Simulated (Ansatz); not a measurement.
A crystal relaxed with r2SCAN in the PAW code Ansatz has space group P6_3/mmc (No. 194) and a = 3.575 Å, c = 6.024 Å.

| atom | site | x | y | z |
| --- | --- | --- | --- | --- |
| Li | 2a | 0.0000 | 0.0000 | 0.0000 |
| Xx | 2c | 0.3333 | 0.6667 | 0.2500 |

With r2SCAN the valence top lies at Γ–M (0.14 of the way from Γ) and the conduction bottom at Γ, 7.249 eV higher; the smallest vertical gap, at Γ, is 7.250 eV. Least and direct gap differ so little that the kind isn't settled. The HSE06 gap is indirect, 7.748 eV (Γ–M (0.14 of the way from Γ) to Γ), below the direct gap of 7.752 eV at Γ. Least and direct gap differ so little that the kind isn't settled. The PBE gap is indirect, 6.349 eV (Γ–M (0.17 of the way from Γ) to Γ), below the direct gap of 6.353 eV at Γ. Least and direct gap differ so little that the kind isn't settled. Meshes: r2SCAN 12×12×4, HSE06 6×6×4, PBE 12×12×4. r2SCAN's ε∞ is 2.8 in all directions.

Problem. Which element is Xx?
A. Cl
B. F
C. H
D. I

Solution. A. Xx is Cl: LiCl in the NiAs-type structure. Li is surrounded by 6 Cl at 2.56 Å; Cl is surrounded by 6 Li at 2.56 Å.

All values are calculated for a non-magnetic cell, which may be hypothetical.

Where an edge lies off the special points, it is a point of the mesh or the k point where a search put PBE's edge or least direct gap, reused for the other functionals, whose own edges may lie a little apart.

The meshes of the hybrids are coarse, so their gaps aren't converged to the digits shown.
